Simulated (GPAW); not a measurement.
# How the form of the self-energy moves the gap of MoS2

Aim: compare treatments of exchange, screening and correlation for the gap of MoS2.

Program: GPAW 26.7.0. Level of theory: PBE and many-body steps on it, plane waves. Results are calculated unless marked as measured.

The database entry behind the starting cell differs from later determinations by our own check (about 0.3 % long), so it need not match the best structure at ambient conditions.

### 1. The structure

The cell holds 3 atoms: 1 Mo and 2 S. Cell: a = 3.169 Å, b = 3.169 Å, c = 14.100 Å, α = 90.0°, β = 90.0°, γ = 120.0°. It derives from MoS2. Vacuum lies along c.

Structure file:

```
Mo S
1.0
     3.16900    0.00000    0.00000
    -1.58450    2.74443    0.00000
     0.00000    0.00000   14.10000
Mo S
1 2
Cartesian
  1.5845 0.9148 7.0500
  0.0000 1.8296 5.4849
  0.0000 1.8296 8.6151
```

### 2. Empty states on the mesh, 12×12×1 mesh, 209 bands

This step: GPAW 26.7.0; DFT, PBE, plane waves, PAW.

The sums over transitions need many empty states on a uniform mesh; this step solves for them.

run.py reads:

```python
import json
import numpy as np
from gpaw.mpi import world
from gpaw import GPAW

calc = GPAW('gs.gpw').fixed_density(kpts={'size': (12, 12, 1), 'gamma': True},
    parallel={'domain': 1, 'band': 1},
    txt='nscf.txt')
calc.diagonalize_full_hamiltonian(nbands=209)
calc.write('full.gpw', mode='all')
res = {}
kpts = calc.get_ibz_k_points()
res['kpts'] = kpts
res['eigenvalues'] = [calc.get_eigenvalues(kpt=k) for k in range(len(kpts))]
res['n_electrons'] = calc.get_number_of_electrons()

if world.rank == 0:
    with open('result.json', 'w') as f:
        json.dump(res, f, default=lambda x: x.tolist())
```

Run with:

```bash
$ mpirun -n 4 gpaw python run.py
```

Numbers of over 12 decimals in the logs are rounded to 6 here.

Output:

```text
Diagonalizing LCAO Hamiltonian
Converting LCAO to pw mode
convergence criteria:
- Maximum integral of absolute [eigenst]ate change: 4e-08 eV^2 / valence electron
maximum number of iterations: 100

SCF iterations
|iter     |     time |      energy | eigst |  dens |
|iter:   1|  |             | +0.60 |       |
|iter:   2|  |             | -0.80 |       |
|iter:   3|  |             | -1.88 |       |
[...]
|iter:  10|  |             | -6.77 |       |
|iter:  11|  |             | -7.36 |       |
|iter:  12|  |             | -7.97c|       |
SCF steps: 12
  __  _  _
 | _ |_)|_||  |
 |__||  | ||/\| - 26.7.0

Input parameters:
  mode=PW(ecut=450.000000),
  convergence={'density': 1e-06, 'bands': -3},
  gpts=array([16, 16, 70]),
  kpts=MonkhorstPack(size=(12, 12, 1), gamma=True),
  maxiter=100,
  nbands=20,
  occupations=Occupations(name='fermi-dirac', width=0.001, fixmagmom=False),
  parallel={'domain': 1, 'band': 1},
  xc=XC(name='PBE')
Matrix size: 2701x2701
# Writing to full.gpw (mode='all')
  [... matrices ...]

timing:  # [seconds]
  Total: 74.947  # ━━━━━━━━━━━━━━━━━━━━━━━━━━━━━━━━━━━━━━━━━━━━━━━━━━━━━━━━━━
```

Elapsed: 81 s, on 4 MPI ranks of Arm Neoverse V2, shared host; peak memory 3.1 GiB; 5.4 min of CPU time.

This step gave:

```yaml
gap: 1.709 eV
k_of_the_valence_top: 0.3333, 0.3333, 0
k_of_the_conduction_bottom: 0.3333, 0.3333, 0
least_direct_gap: 1.709 eV
k_points_computed: 19
lowest_point_of_the_top_converged_band_above_the_valence_top: 76.2678 eV
```

On this mesh the gap is 1.709 eV.

### 3. One-shot HSE06

This step: one-shot HSE06 levels on PBE orbitals, plane waves, PAW.

run.py reads:

```python
import json
import numpy as np
from gpaw.mpi import world
from gpaw.hybrids.eigenvalues import non_self_consistent_eigenvalues

dft, vxc, vxc_hyb = non_self_consistent_eigenvalues('full.gpw', 'HSE06', 11, 15, kpt_indices=[0, 9])
res = {'dft': dft[0], 'hybrid': (dft - vxc + vxc_hyb)[0]}
if world.rank == 0:
    with open('hybrid.txt', 'w') as f:
        for k, e0, e1 in zip([0, 9], res['dft'], res['hybrid']):
            print(k, ' '.join(f'{x:9.4f}' for x in e0), '|', ' '.join(f'{x:9.4f}' for x in e1), file=f)

if world.rank == 0:
    with open('result.json', 'w') as f:
        json.dump(res, f, default=lambda x: x.tolist())
```

Run with:

```bash
$ mpirun -n 4 gpaw python run.py
```

Output:

```text
IBZ(<points: 19, symmetries: 12>)
Occupied bands: 13
Transforming wave functions from IBZ to BZ: 0.044 seconds
Distributing wave functions and iFFT-ing to real space: 0.475 seconds
Calculating eigenvalues:
  k-points: 2
  Bands: 11-14 (inclusive)
  Seconds: 1.494 (wave-function broadcasting: 0.009 seconds)
HSE06-eigenvalue shifts:
  min: -0.694 eV
  ave: 0.076 eV
  max: 0.592 eV
```

It took 4.5 s on 4 MPI ranks; peak memory 1.4 GiB.

This step gave:

- starting gap on the mesh: 1.709 eV
- hybrid gap on the mesh: 2.227 eV
- least direct hybrid gap on the computed points: 2.227 eV

### 4. GLLB-SC, self-consistent

This step: DFT, GLLB-SC with its derivative discontinuity, plane waves, PAW.

run.py reads:

```python
import json
import numpy as np
from gpaw.mpi import world
from ase import Atoms
from gpaw import GPAW, PW, FermiDirac

atoms = Atoms(['Mo', 'S', 'S'],
    cell=[[3.1690000000, 0.0000000000, 0.0000000000],
      [-1.5845000000, 2.7444345046, 0.0000000000],
      [0.0000000000, 0.0000000000, 14.1000000000]],
    scaled_positions=[[0.6666666667, 0.3333333333, 0.5000000000],
      [0.3333333333, 0.6666666667, 0.3889965957],
      [0.3333333333, 0.6666666667, 0.6110034043]],
    pbc=(True, True, False))
calc = GPAW(mode=PW(450),
    xc='GLLBSC',
    kpts={'size': (12, 12, 1), 'gamma': True},
    occupations=FermiDirac(0.001),
    nbands=-7,
    convergence={'bands': -3},
    maxiter=120,
    txt='gllbsc.txt')
atoms.calc = calc
atoms.get_potential_energy()
homo, lumo = calc.get_homo_lumo()
response = calc.hamiltonian.xc.response
dxc_pot = response.calculate_discontinuity_potential(homo, lumo)
ks_gap, dxc = response.calculate_discontinuity(dxc_pot)
res = {'ks_gap': ks_gap, 'dxc': dxc}

if world.rank == 0:
    with open('result.json', 'w') as f:
        json.dump(res, f, default=lambda x: x.tolist())
```

Run with:

```bash
$ mpirun -n 4 gpaw python run.py
```

Output:

```text
[banner, memory and clock lines left out]
___ ___ ___ _ _ _
 |   |   |_  | | | |
 | | | | | . | | | |
 |__ |  _|___|_____|  26.7.0
 |___|_|

Input parameters:
  convergence: {bands: -3}
  kpts: {gamma: True,
         size: (12, 12, 1)}
  maxiter: 120
  mode: {ecut: 450.000000,
         name: pw}
  nbands: -7
  occupations: {fixmagmom: False,
                name: fermi-dirac,
                width: 0.001}
  xc: GLLBSC

System changes: positions, numbers, cell, pbc, initial_charges, initial_magmoms

Initialize ...

species:
  Mo:
    name:    Molybdenum
    Z:       42.0
    valence: 14
    core:    28
    charge:  0.0  # [|e|]
    compensation charges:
      type: gauss
      rc: 0.38  # [Å]
      lmax: 2
    cutoffs:
      filter: 2.16  # [Å]
      core: 1.42  # [Å]
    projectors
    | kind |    occ | energy [eV] | rcut [Å] |
    |   4s |  2.000 |     -65.802 |    1.238 |
    |   5s |  1.000 |      -6.523 |    1.238 |
    |   4p |  6.000 |     -40.247 |    1.296 |
    |   5p |  0.000 |      -2.799 |    1.296 |
    |   4d |  5.000 |      -6.061 |    1.296 |
    |    d |        |      21.151 |    1.296 |

    Using partial waves for Mo as LCAO basis

  S:
    name:    Sulfur
    Z:       16.0
    valence: 6
    core:    10
    charge:  0.0  # [|e|]
    compensation charges:
      type: gauss
      rc: 0.24  # [Å]
      lmax: 2
    cutoffs:
      filter: 1.77  # [Å]
      core: 1.66  # [Å]
    projectors
    | kind |    occ | energy [eV] | rcut [Å] |
    |   3s |  2.000 |     -20.260 |    0.974 |
    |   3p |  4.000 |     -10.120 |    0.979 |
    |    s |        |       6.952 |    0.974 |
    |    p |        |      17.091 |    0.979 |
    |    d |        |       0.000 |    0.900 |

    Using partial waves for S as LCAO basis

Reference energy: -131753.570747  # eV

Spin-paired calculation

Convergence criteria:
 Maximum [total energy] change in last 3 cyles: 0.0005 eV / valence electron
 Maximum integral of absolute [dens]ity change: 0.0001 electrons / valence electron
 Maximum integral of absolute [eigenst]ate change: 4e-08 eV^2 / valence electron
 Maximum number of scf [iter]ations: 120
 (Square brackets indicate name in SCF output, whereas a 'c' in
 the SCF output indicates the quantity has converged.)
  [... matrices ...]
Symmetries present (total): 12

  [... matrices ...]
144 k-points: 12 x 12 x 1 Monkhorst-Pack grid + [1/24,1/24,0.000000]
19 k-points in the irreducible part of the Brillouin zone
       k-points in crystal coordinates                weights
   0:    -0.00000000   -0.00000000    0.00000000          1/144
   1:     0.08333333   -0.00000000    0.00000000          6/144
   2:     0.16666667   -0.08333333    0.00000000          6/144
   3:     0.16666667   -0.00000000    0.00000000          6/144
   4:     0.25000000   -0.08333333    0.00000000         12/144
   5:     0.25000000   -0.00000000    0.00000000          6/144
   6:     0.33333333   -0.16666667    0.00000000          6/144
   7:     0.33333333   -0.08333333    0.00000000         12/144
   8:     0.33333333   -0.00000000    0.00000000          6/144
   9:     0.33333333    0.33333333    0.00000000          2/144
          ...
  18:     0.50000000    0.50000000    0.00000000          3/144

Wave functions: Plane wave expansion
  Cutoff energy: 450.000 eV
  Number of coefficients (min, max): 2604, 2701
  Pulay-stress correction: 0.000000 eV/Ang^3 (de/decut=0.000000)
  Using FFTW library
  Wavefunction extrapolation:
    Improved wavefunction reuse through dual PAW basis

Occupation numbers: Fermi-Dirac:
  width: 0.0010  # eV

Eigensolver
   Davidson(niter=2)

Densities:
  Coarse grid: 16*16*70 grid
  Fine grid: 32*32*140 grid
  Total Charge: 0.000000

Density mixing:
  Method: separate
  Backend: msr1
  Linear mixing parameter: 0.05
  old densities: 10
  Width of damping distribution: 1.1
  Damping of long wavelength oscillations: 20

Hamiltonian:
  XC and Coulomb potentials evaluated on a 32*32*140 grid
  Using the GLLBSC Exchange-Correlation functional
  External potential:
    NoExternalPotential

XC parameters: GLLBSC functional being used consists of
  | Weight | Module     | Description                                   |
  |  1.000 | SCREENING  | GGA_X_PBE_SOL with 2 nearest neighbor stencil |
  |  1.000 | RESPONSE   | eps=0.0500 eV                                 |
  |  1.000 | XC         | GGA_C_PBE_SOL with 2 nearest neighbor stencil |

Memory estimate:

Total number of cores used: 4
Parallelization over k-points: 4

Number of atoms: 3
Number of atomic orbitals: 21
Number of bands in calculation: 20
Number of valence electrons: 26
Bands to converge: 17

... initialized

Initializing position-dependent things.

Density initialized from atomic densities
Creating initial wave functions:
  20 bands from LCAO basis set

        S

           Mo

        S

Atomic positions and initial magnetic moments

Positions:
   0 Mo     1.584500    0.914812    7.050000    ( 0.0000,  0.0000,  0.0000)
   1 S     -0.000000    1.829623    5.484852    ( 0.0000,  0.0000,  0.0000)
   2 S     -0.000000    1.829623    8.615148    ( 0.0000,  0.0000,  0.0000)
  [... matrices ...]
Unit cell:
           periodic     x           y           z      points  spacing
  1. axis:    yes    3.169000    0.000000    0.000000    16     0.1715
  2. axis:    yes   -1.584500    2.744435    0.000000    16     0.1715
  3. axis:    no     0.000000    0.000000   14.100000    70     0.2014

  Lengths:   3.169000   3.169000  14.100000
  Angles:   90.000000  90.000000 120.000000

Effective grid spacing dv^(1/3) = 0.1899

iter:   1    -27.358991   +0.75
iter:   2    -26.020159   -0.23  -1.11
iter:   3    -24.747989   -0.76  -1.13
iter:   4    -24.489593   -1.32  -1.49
iter:   5    -24.137741   -1.84  -1.58
iter:   6    -24.061115   -2.77  -2.19
iter:   7    -24.067328   -2.69  -2.38
iter:   8    -24.058436c  -3.90  -2.33
iter:   9    -24.049406   -4.22  -2.87
iter:  10    -24.049263c  -5.14  -3.61
iter:  11    -24.048923c  -5.46  -3.54
iter:  12    -24.049083c  -6.10  -4.21c
iter:  13    -24.049136c  -6.76  -4.50c
iter:  14    -24.049237c  -7.20  -4.63c
iter:  15    -24.049249c  -7.72c -5.56c

Converged after 15 iterations.

Dipole moment: (-0.497725, 0.287361, -0.000000) |e|*Ang

Energy contributions relative to reference atoms: (reference = -131753.570747)
  [... matrices ...]
Kinetic:        +30.901335
Potential:      -35.827377
External:        +0.000000
XC:             -18.949887
Entropy (-ST):   -0.000000
Local:           -0.173321
SIC:             +0.000000
Free energy:    -24.049249
Extrapolated:   -24.049249

GLLBSC response reference energy: -1.16234 eV (from HOMO)
  [... matrices ...]
Showing only first 2 kpts
 Kpt  Band  Eigenvalues  Occupancy
  0    11     -2.61767    2.00000
  0    12     -1.22021    2.00000
  0    13      1.73133    0.00000
  0    14      1.73133    0.00000

  1    11     -2.33914    2.00000
  1    12     -1.27662    2.00000
  1    13      1.61722    0.00000
  1    14      1.66051    0.00000

Fermi level: -0.41797

Gap: 1.718 eV
Transition (v -> c):
  (s=0, k=9, n=12, [0.33, 0.33, 0.00]) -> (s=0, k=9, n=13, [0.33, 0.33, 0.00])
No difference between direct/indirect transitions
```

Run time: 7.4 s. Hardware: 4 MPI ranks; peak memory 0.75 GiB.

This step gave:

* starting gap on the mesh: 1.718 eV
* derivative discontinuity: 0.6283 eV
* quasiparticle gap on the mesh: 2.346 eV

(Continued in part 2 of 2.)

[Paths, hosts, dates, memory and timing lines, banners, echoed tables and standing remarks are left out of the program output.]

[Logs are printed without paths, hosts, clocks, repeated set-up lines and the standing remarks that a program may print on its own settings, such as how far it seeks lower states.]

[Runs of the session that timed out or met a known fault of the program may be left out.]

[Hosts, paths, dates, database ids (printed as entryN), source tags and the programs' standing remarks are cut or masked in the printed files.]
